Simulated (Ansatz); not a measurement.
## HgSe: relaxation of cell and atoms with RPBE

The system is HgSe.

```xyz
2
Lattice="0.0000 3.0390 3.0390 3.0390 0.0000 3.0390 3.0390 3.0390 0.0000" Properties=species:S:1:pos:R:3 pbc="T T T"
Hg    0.0000    0.0000    0.0000
Se    4.5585    4.5585    4.5585
```

```yaml
Program: Ansatz 0.2.0
Task: relaxation of cell and atoms
Functional: RPBE
Potentials_or_basis: all-electron LAPW, scalar-relativistic
Basis_error_allowed: 0.001 eV/atom
k_mesh: 8 × 8 × 8
Occupations: fermi-dirac, width 0.05 eV
Spin: no spin polarisation
```

```
Relaxed volume                         : 32.07 Å³/atom
Relaxed cell                           : a = 4.493 Å, b = 4.493 Å, c = 4.493 Å, α = 60.00°, β = 60.00°, γ = 60.00°
Space group after relaxing (to 0.05 Å) : F-43m (No. 216)
Energy gained by relaxing              : 73.6 meV/atom
Ionic steps                            : 5
Pressure after relaxing                : 0.0 GPa
```

The path:
| step | energy change (eV) | largest force (eV/Å) | volume (Å³) |
| --- | --- | --- | --- |
| 1 | 0.0000 | 0.0000 | 56.13 |
| 2 | -0.1466 | 0.0000 | 64.75 |
| 3 | -0.1472 | 0.0000 | 64.28 |
| 4 | -0.1472 | 0.0000 | 64.15 |
| 5 | -0.1472 | 0.0000 | 64.15 |

Final structure:
```cif
data_structure
_symmetry_space_group_name_H-M 'P 1'
_symmetry_Int_Tables_number 1
_cell_length_a 4.4932
_cell_length_b 4.4932
_cell_length_c 4.4932
_cell_angle_alpha 60.000
_cell_angle_beta 60.000
_cell_angle_gamma 60.000
_cell_volume 64.15
loop_
_atom_site_label
_atom_site_type_symbol
_atom_site_fract_x
_atom_site_fract_y
_atom_site_fract_z
_atom_site_occupancy
Hg1 Hg 0.00000 0.00000 0.00000 1
Se1 Se 0.75000 0.75000 0.75000 1
```

Run time: 43 s on 1 thread of Intel(R) Xeon(R) Platinum 8488C (Sapphire Rapids) (shared host), peak memory 0.4 GiB.

Caveat: the volume moved by +14 % from the deposited cell, more than functionals usually miss. Zero-point motion and thermal expansion aren't in these numbers.
